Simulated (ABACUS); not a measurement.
# CoSi2 (Fm-3m) in ABACUS: notebook

One crystal, CoSi2, is run at these levels: PBE; tasks: equation of state.

Everything below comes from runs of ABACUS 3.10.1. Logs are shortened: lines on timing, memory, paths and dates and some standing lists are left out, and cuts for length are marked.

### 1 The structure

Symmetry: Fm-3m, No. 225, cubic system. Conventional cell: a = 5.356 Å, b = 5.356 Å, c = 5.356 Å, α = 90.00°, β = 90.00°, γ = 90.00°. Co (site symmetry m-3m) has 8 Si at 2.32 Å as nearest neighbours. Around Si (site symmetry -43m) lie 4 Co at 2.32 Å.

### 2 Equation of state, PBE, collinear spin, ferromagnetic start, 12.04 Å³/atom (volume scaled by 0.94)

INPUT reads:

```
INPUT_PARAMETERS
suffix              CoSi2
calculation         scf
basis_type          lcao
pseudo_dir          ./
orbital_dir         ./
symmetry            1
dft_functional      pbe
ecutwfc             100
pseudo_rcut         10
nspin               2
nbands              18
ks_solver           genelpa
smearing_method     fd
smearing_sigma      0.00367493
scf_thr             1e-07
scf_nmax            100
mixing_type         broyden
mixing_beta         0.4
cal_force           1
cal_stress          1
out_mul             1
```

STRU reads:

```
ATOMIC_SPECIES
Co 58.9332 Co.upf
Si 28.0850 Si.upf

NUMERICAL_ORBITAL
Co_confined-atom_7au_2s1p1d.orb
Si_confined-atom_7au_1s1p.orb

LATTICE_CONSTANT
1.8897261246

LATTICE_VECTORS
0.0000000000 2.6233315991 2.6233315991
2.6233315991 0.0000000000 2.6233315991
2.6233315991 2.6233315991 0.0000000000

ATOMIC_POSITIONS
Direct

Co
0.0
1
0.0000000000 0.0000000000 0.0000000000 1 1 1 mag 2

Si
0.0
2
0.7500000000 0.7500000000 0.7500000000 1 1 1 mag 0
0.2500000000 0.2500000000 0.2500000000 1 1 1 mag 0
```

KPT reads:

```
K_POINTS
0
Gamma
9 9 9 0 0 0
```

Potentials or basis: PseudoDojo NC SR 0.4.1 PBE standard, SZ LCAO (the cutoffs set its grid).

On the command line:

```
$ OMP_NUM_THREADS=1 mpirun -np 4 abacus > log
```

running log:

```text
ABACUS v3.10.1

               Atomic-orbital Based Ab-initio Computation at UStc

 ------------------------------------------------------------------------------------

 READING GENERAL INFORMATION
                           global_out_dir = OUT.CoSi2/
                           global_in_card = INPUT
                               pseudo_dir = ./
                              orbital_dir = ./
                                    DSIZE = 4
                                    GSIZE = 1

 READING UNITCELL INFORMATION
                                    ntype = 2
                  lattice constant (Bohr) = 1.88973
              lattice constant (Angstrom) = 1

 READING ATOM TYPE 1
                               atom label = Co
                      L=0, number of zeta = 2
                      L=1, number of zeta = 1
                      L=2, number of zeta = 1
             number of atom for this type = 1
               magnetization of element 1 = 2

 READING ATOM TYPE 2
                               atom label = Si
                      L=0, number of zeta = 1
                      L=1, number of zeta = 1
             number of atom for this type = 2
               magnetization of element 2 = 0

                        TOTAL ATOM NUMBER = 3
DIRECT COORDINATES
    atom                   x                   y                   z     mag                  vx                  vy                  vz
taud_Co1            0.0000000000        0.0000000000        0.0000000000  2.0000        0.0000000000        0.0000000000        0.0000000000
taud_Si1            0.7500000000        0.7500000000        0.7500000000  0.0000        0.0000000000        0.0000000000        0.0000000000
taud_Si2            0.2500000000        0.2500000000        0.2500000000  0.0000        0.0000000000        0.0000000000        0.0000000000

                          Volume (Bohr^3) = 243.661
                             Volume (A^3) = 36.1068

 Lattice vectors: (Cartesian coordinate: in unit of a_0)
                   +0            +2.62333            +2.62333
             +2.62333                  +0            +2.62333
             +2.62333            +2.62333                  +0
 Reciprocal vectors: (Cartesian coordinate: in unit of 2 pi/a_0)
            -0.190597           +0.190597           +0.190597
            +0.190597           -0.190597           +0.190597
            +0.190597           +0.190597           -0.190597
 The esolver type has been set to : ksdft_lcao

                PAO radial cut off (Bohr) = 10

 Read in pseudopotential file is Co.upf
                     pseudopotential type = NC
          exchange-correlation functional = PBE
                 nonlocal core correction = 1
                        valence electrons = 17
                                     lmax = 2
                           number of zeta = 4
                     number of projectors = 6
                           L of projector = 0
                           L of projector = 0
                           L of projector = 1
                           L of projector = 1
                           L of projector = 2
                           L of projector = 2
                PAO radial cut off (Bohr) = 10

 Read in pseudopotential file is Si.upf
                     pseudopotential type = NC
          exchange-correlation functional = PBE
                 nonlocal core correction = 1
                        valence electrons = 4
                                     lmax = 2
                           number of zeta = 2
                     number of projectors = 6
                           L of projector = 0
                           L of projector = 0
                           L of projector = 1
                           L of projector = 1
                           L of projector = 2
                           L of projector = 2
     initial pseudo atomic orbital number = 18
 The readin total magnetization is 2

 SETUP THE ELECTRONS NUMBER
            electron number of element Co = 17
[... 53 lines left out ...]

 SETUP SEARCHING RADIUS FOR PROGRAM TO SEARCH ADJACENT ATOMS
                  longest orb rcut (Bohr) = 7
   longest nonlocal projector rcut (Bohr) = 1.94
                     search radius (Bohr) = 17.9
              searching radius is (Bohr)) = 17.9
         searching radius unit is (Bohr)) = 1.89
                         PeriodicBoundary = 1
                        Radius(unit:lat0) = 9.46
                                   glayer = [ 5, 5, 5 ]
                             glayer_minus = [ 4, 4, 4 ]

Find the coordinate range of the input atom(unit:lat0).
                                  min_tau = [ -21, -21, -21 ]
                                  max_tau = [ 24.9, 24.9, 24.9 ]
                                BoxNumber = [ 9, 9, 9 ]

 SETUP EXTENDED REAL SPACE GRID FOR GRID INTEGRATION
                          real space grid = [ 45, 45, 45 ]
                 big cell numbers in grid = [ 15, 15, 15 ]
             meshcell numbers in big cell = [ 3, 3, 3 ]
                        extended fft grid = [ 19, 19, 19 ]
                dimension of extened grid = [ 54, 54, 54 ]
                            UnitCellTotal = 125
              Atom number in sub-FFT-grid = 3
    Local orbitals number in sub-FFT-grid = 18
                                ParaV.nnr = 6511
                                 init_chg = atomic

 LCAO ALGORITHM --------------- ION=   1  ELEC=   1--------------------------------
          total magnetism (Bohr mag/cell) = 0.23487
       absolute magnetism (Bohr mag/cell) = 0.332244
                        nelec for spin up = 12.6174
                      nelec for spin down = 12.3826
[... 211 lines left out ...]
 Density error is 5.23164060279e-08
----------------------------------------------------------
     Energy           Rydberg                 eV
----------------------------------------------------------
 E_KohnSham     -322.6181004952      -4389.4444446719
 E_KS(sigma->0) -322.6177398153      -4389.4395373694
 E_Harris       -322.6181012181      -4389.4444545071
 E_band         -16.0751567169       -218.7137275924
 E_one_elec     -204.4730195492      -2781.9981531348
 E_Hartree      119.1021124904       1620.4673737060
 E_xc           -63.2897279286       -861.1009246992
 E_Ewald        -173.9567441478      -2366.8029259389
 E_entropy(-TS) -0.0007213599        -0.0098146050
 E_descf        0.0000000000         0.0000000000
 E_exx          0.0000000000         0.0000000000
 E_Fermi        1.1730050860         15.9595529525
----------------------------------------------------------

 charge density convergence is achieved
 final etot is -4389.4444447 eV
 EFERMI = 15.959552953 eV

 STATE ENERGY(eV) AND OCCUPATIONS    NSPIN == 2
SPIN UP :
 1/35 kpoint (Cartesian) = 0.0000 0.0000 0.0000 (1017 pws)
       1       -77.8577     0.00137174
       2       -41.4461     0.00137174
       3       -41.4461     0.00137174
       4       -41.4461     0.00137174
       5       0.614885     0.00137174
       6        10.4074     0.00137174
[... 98 lines left out ...]
       5       0.876318     0.00823045
       6        9.96682     0.00823045
[... 10 lines left out ...]
      17        21.1947    2.77659e-48
      18        34.4595        0.00000

[... levels at 64 further k points ...]

-------------------------------------------------
 Total Magnetism (uB)
-------------------------------------------------
                        Co1        -0.0000000129
                        Si1        -0.0000000143
                        Si2        -0.0000000143
-------------------------------------------------

 correction force for each atom along direction 1 is -2.37727e-14
 correction force for each atom along direction 2 is 1.28300e-14
 correction force for each atom along direction 3 is -1.67019e-14
------------------------------------------------------------------------------------------
 TOTAL-FORCE (eV/Angstrom)
------------------------------------------------------------------------------------------
                       Co1         0.0000000000         0.0000000000         0.0000000000
                       Si1         0.0000000000         0.0000000000         0.0000000000
                       Si2         0.0000000000         0.0000000000         0.0000000000
------------------------------------------------------------------------------------------

----------------------------------------------------------------
 TOTAL-STRESS (KBAR)
----------------------------------------------------------------
       531.0582451213         0.0000000000        -0.0000000000
         0.0000000000       531.0582451213        -0.0000000000
        -0.0000000000         0.0000000000       531.0582451213
----------------------------------------------------------------
 TOTAL-PRESSURE: 531.058245 KBAR

 --------------------------------------------
 !FINAL_ETOT_IS -4389.4444446719071493 eV
 --------------------------------------------
```

It took 6 s on 4 MPI ranks of INTEL XEON PLATINUM 8581C at 2.10GHz (Emerald Rapids), shared host; peak memory 0.4 GiB.

The run converged, but some of its settings lie outside the range that counts as converged, so its numbers aren't taken as properties of the crystal.

Results:

| Property | Result |
| --- | --- |
| Free energy | -4389.4444 eV |
| Pressure | 53.1 GPa |
| Band gap on the k mesh | none (metal or under the smearing width) |
| Net moment | 0.00 μB per cell |
| Absolute moment | 0.00 μB per cell |
| Mulliken charges | Co +0.76; Si -0.38 e |

Caveat: the atomic orbitals were generated for these runs and aren't a published set; Mulliken charges move with the basis; the starting moments collapsed, and a magnetic state may lie lower; the basis of atomic orbitals isn't converged, which shifts pressures, moduli and gaps.

### 3 Equation of state, PBE, collinear spin, ferromagnetic start, 12.29 Å³/atom (volume scaled by 0.96)

INPUT is that of step 2.

STRU, as its differences from that of step 2:

```diff
@@ -12,5 +12,5 @@
 LATTICE_VECTORS
-0.0000000000 2.6233315991 2.6233315991
-2.6233315991 0.0000000000 2.6233315991
-2.6233315991 2.6233315991 0.0000000000
+0.0000000000 2.6418063740 2.6418063740
+2.6418063740 0.0000000000 2.6418063740
+2.6418063740 2.6418063740 0.0000000000
```

KPT is that of step 2.

Potentials or basis: PseudoDojo NC SR 0.4.1 PBE standard, SZ LCAO (the cutoffs set its grid).

On the command line:

```
$ OMP_NUM_THREADS=1 mpirun -np 4 abacus > log
```

Run time: 6 s. Hardware: 4 MPI ranks of INTEL XEON PLATINUM 8581C at 2.10GHz (Emerald Rapids), shared host; peak memory 0.4 GiB.

The run converged, but some of its settings lie outside the range that counts as converged, so its numbers aren't taken as properties of the crystal.

Results:

```
Free energy            : -4389.6834 eV
Pressure               : 46.6 GPa
Band gap on the k mesh : none (metal or under the smearing width)
Net moment             : 0.00 μB per cell
Absolute moment        : 0.00 μB per cell
Mulliken charges       : Co +0.75; Si -0.38 e
```

Caveat: the atomic orbitals were generated for these runs and aren't a published set; Mulliken charges move with the basis; the starting moments collapsed, and a magnetic state may lie lower; the basis of atomic orbitals isn't converged, which shifts pressures, moduli and gaps.

### 4 Equation of state, PBE, collinear spin, ferromagnetic start, 12.55 Å³/atom (volume scaled by 0.98)

INPUT is that of step 3.

STRU, as its differences from that of step 3:

```diff
@@ -12,5 +12,5 @@
 LATTICE_VECTORS
-0.0000000000 2.6418063740 2.6418063740
-2.6418063740 0.0000000000 2.6418063740
-2.6418063740 2.6418063740 0.0000000000
+0.0000000000 2.6600263041 2.6600263041
+2.6600263041 0.0000000000 2.6600263041
+2.6600263041 2.6600263041 0.0000000000
```

KPT is that of step 3.

On the command line:

```
$ OMP_NUM_THREADS=1 mpirun -np 4 abacus > log
```

Run time: 6.2 s. Hardware: 4 MPI ranks of INTEL XEON PLATINUM 8581C at 2.10GHz (Emerald Rapids), shared host; peak memory 0.4 GiB.

The run converged, but some of its settings lie outside the range that counts as converged, so its numbers aren't taken as properties of the crystal.

Results:

| Property | Result |
| --- | --- |
| Free energy | -4389.8928 eV |
| Pressure | 40.8 GPa |
| Band gap on the k mesh | none (metal or under the smearing width) |
| Net moment | 0.00 μB per cell |
| Absolute moment | 0.00 μB per cell |
| Mulliken charges | Co +0.74; Si -0.37 e |

Caveat: the atomic orbitals were generated for these runs and aren't a published set; Mulliken charges move with the basis; the starting moments collapsed, and a magnetic state may lie lower; the basis of atomic orbitals isn't converged, which shifts pressures, moduli and gaps.

### 5 Equation of state, PBE, collinear spin, ferromagnetic start, 12.80 Å³/atom

INPUT is that of step 4.

STRU, as its differences from that of step 4:

```diff
@@ -12,5 +12,5 @@
 LATTICE_VECTORS
-0.0000000000 2.6600263041 2.6600263041
-2.6600263041 0.0000000000 2.6600263041
-2.6600263041 2.6600263041 0.0000000000
+0.0000000000 2.6780000000 2.6780000000
+2.6780000000 0.0000000000 2.6780000000
+2.6780000000 2.6780000000 0.0000000000
```

KPT is that of step 4.

On the command line:

```
$ OMP_NUM_THREADS=1 mpirun -np 4 abacus > log
```

It took 6.2 s on 4 MPI ranks of INTEL XEON PLATINUM 8581C at 2.10GHz (Emerald Rapids), shared host; peak memory 0.4 GiB.

The run converged, but some of its settings lie outside the range that counts as converged, so its numbers aren't taken as properties of the crystal.

What came out:

| Quantity | Value |
| --- | --- |
| Free energy | -4390.0764 eV |
| Pressure | 35.8 GPa |
| Band gap on the k mesh | none (metal or under the smearing width) |
| Net moment | 0.00 μB per cell |
| Absolute moment | 0.00 μB per cell |
| Mulliken charges | Co +0.73; Si -0.37 e |

Caveat: the atomic orbitals were generated for these runs and aren't a published set; Mulliken charges move with the basis; the starting moments collapsed, and a magnetic state may lie lower; the basis of atomic orbitals isn't converged, which shifts pressures, moduli and gaps.

### 6 Equation of state, PBE, collinear spin, ferromagnetic start, 13.06 Å³/atom (volume scaled by 1.02)

INPUT is that of step 5.

STRU, as its differences from that of step 5:

```diff
@@ -12,5 +12,5 @@
 LATTICE_VECTORS
-0.0000000000 2.6780000000 2.6780000000
-2.6780000000 0.0000000000 2.6780000000
-2.6780000000 2.6780000000 0.0000000000
+0.0000000000 2.6957356162 2.6957356162
+2.6957356162 0.0000000000 2.6957356162
+2.6957356162 2.6957356162 0.0000000000
```

KPT is that of step 5.

Potentials or basis: PseudoDojo NC SR 0.4.1 PBE standard, SZ LCAO (the cutoffs set its grid).

On the command line:

```
$ OMP_NUM_THREADS=1 mpirun -np 4 abacus > log
```

It took 5.8 s on 4 MPI ranks of INTEL XEON PLATINUM 8581C at 2.10GHz (Emerald Rapids), shared host; peak memory 0.4 GiB.

The run converged, but some of its settings lie outside the range that counts as converged, so its numbers aren't taken as properties of the crystal.

What came out:

```
Free energy            : -4390.2371 eV
Pressure               : 31.3 GPa
Band gap on the k mesh : none (metal or under the smearing width)
Net moment             : 0.00 μB per cell
Absolute moment        : 0.00 μB per cell
Mulliken charges       : Co +0.73; Si -0.36 e
```

Caveat: the atomic orbitals were generated for these runs and aren't a published set; Mulliken charges move with the basis; the starting moments collapsed, and a magnetic state may lie lower; the basis of atomic orbitals isn't converged, which shifts pressures, moduli and gaps.

### 7 Equation of state, PBE, collinear spin, ferromagnetic start, 13.32 Å³/atom (volume scaled by 1.04)

INPUT is that of step 6.

STRU, as its differences from that of step 6:

```diff
@@ -12,5 +12,5 @@
 LATTICE_VECTORS
-0.0000000000 2.6957356162 2.6957356162
-2.6957356162 0.0000000000 2.6957356162
-2.6957356162 2.6957356162 0.0000000000
+0.0000000000 2.7132408834 2.7132408834
+2.7132408834 0.0000000000 2.7132408834
+2.7132408834 2.7132408834 0.0000000000
```

KPT is that of step 6.

On the command line:

```
$ OMP_NUM_THREADS=1 mpirun -np 4 abacus > log
```

Wall time 5.8 s (4 MPI ranks of INTEL XEON PLATINUM 8581C at 2.10GHz (Emerald Rapids), shared host); peak memory 0.4 GiB.

These settings aren't checked as converged: the numbers below hold their error.

Results:

```
Free energy            : -4390.3767 eV
Pressure               : 27.0 GPa
Band gap on the k mesh : none (metal or under the smearing width)
Net moment             : 0.00 μB per cell
Absolute moment        : 0.00 μB per cell
Mulliken charges       : Co +0.72; Si -0.36 e
```

Caveat: the atomic orbitals were generated for these runs and aren't a published set; Mulliken charges move with the basis; the starting moments collapsed, and a magnetic state may lie lower; the basis of atomic orbitals isn't converged, which shifts pressures, moduli and gaps.

### 8 Equation of state, PBE, collinear spin, ferromagnetic start, 13.57 Å³/atom (volume scaled by 1.06)

INPUT is that of step 7.

STRU, as its differences from that of step 7:

```diff
@@ -12,5 +12,5 @@
 LATTICE_VECTORS
-0.0000000000 2.7132408834 2.7132408834
-2.7132408834 0.0000000000 2.7132408834
-2.7132408834 2.7132408834 0.0000000000
+0.0000000000 2.7305231384 2.7305231384
+2.7305231384 0.0000000000 2.7305231384
+2.7305231384 2.7305231384 0.0000000000
```

KPT is that of step 7.

On the command line:

```
$ OMP_NUM_THREADS=1 mpirun -np 4 abacus > log
```

Wall time 5.8 s (4 MPI ranks of INTEL XEON PLATINUM 8581C at 2.10GHz (Emerald Rapids), shared host); peak memory 0.4 GiB.

The run converged, but some of its settings lie outside the range that counts as converged, so its numbers aren't taken as properties of the crystal.

What came out:

* Free energy: -4390.4962 eV
* Pressure: 23.0 GPa
* Band gap on the k mesh: none (metal or under the smearing width)
* Net moment: 0.00 μB per cell
* Absolute moment: 0.00 μB per cell
* Mulliken charges: Co +0.71; Si -0.36 e

Caveat: the atomic orbitals were generated for these runs and aren't a published set; Mulliken charges move with the basis; the starting moments collapsed, and a magnetic state may lie lower; the basis of atomic orbitals isn't converged, which shifts pressures, moduli and gaps.

### 9 Equation of state, PBE, collinear spin, ferromagnetic start

Potentials or basis: PseudoDojo NC SR 0.4.1 PBE standard, SZ LCAO (the cutoffs set its grid).

No new run: the results of the series are fitted here.

The run converged, but some of its settings lie outside the range that counts as converged, so its numbers aren't taken as properties of the crystal.

Results:

```
Equilibrium volume : outside the volumes run
```

Caveat: the atomic orbitals were generated for these runs and aren't a published set; the basis of atomic orbitals isn't converged, which shifts pressures, moduli and gaps.
